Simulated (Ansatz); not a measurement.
## Spin–orbit splittings in ZnCu

```
Zn Cu
1.0
     2.94500    0.00000    0.00000
     0.00000    2.94500    0.00000
     0.00000    0.00000    2.94500
Zn Cu
1 1
Direct
  0.50000 0.50000 0.50000
  0.00000 0.00000 0.00000
```

Atoms are numbered in the order listed.

The cell is COD entry 9008814, as deposited and not checked against the literature; nothing was relaxed.

Methods: DFT, PBE, all-electron LAPW, scalar-relativistic (Ansatz 0.2.0); DFT, PBE, all-electron LAPW, Dirac equation with spin-orbit coupling (Ansatz 0.2.0).

Sampling and basis: a Γ-centred 14×14×14 k mesh, Fermi–Dirac smearing of 0.05 eV, basis error target 0.5 meV/atom, no spin polarisation.

Levels between -4 and 3 eV, each run counted from its own valence-band top where it has a gap, else its Fermi level. Scalar levels are listed once for both spins; with the coupling every spinor state is counted. Levels near the edges of the range can cross them.

Question: At Γ (0.000, 0.000, 0.000) the scalar-relativistic levels are -3.57 (×2), -2.72 (×3). What are they with spin–orbit coupling?

Answer: -3.59 (×4), -2.76 (×4), -2.60 (×2).

Question: At X (0.000, 0.500, 0.000) the scalar-relativistic levels are -3.69, -3.27 (×2), -2.79, -2.00. What are they with spin–orbit coupling?

Answer: -3.72 (×2), -3.35 (×2), -3.22 (×2), -2.77 (×2), -1.99 (×2).

Question: At M (0.500, 0.500, 0.000) the scalar-relativistic levels are -3.37, -2.87 (×2), -2.48, -1.93 (×2), 1.76, 2.06. What are they with spin–orbit coupling?

Answer: -3.40 (×2), -2.89 (×2), -2.84 (×2), -2.46 (×2), -1.94 (×2), -1.93 (×2), 1.76 (×2), 2.06 (×2).
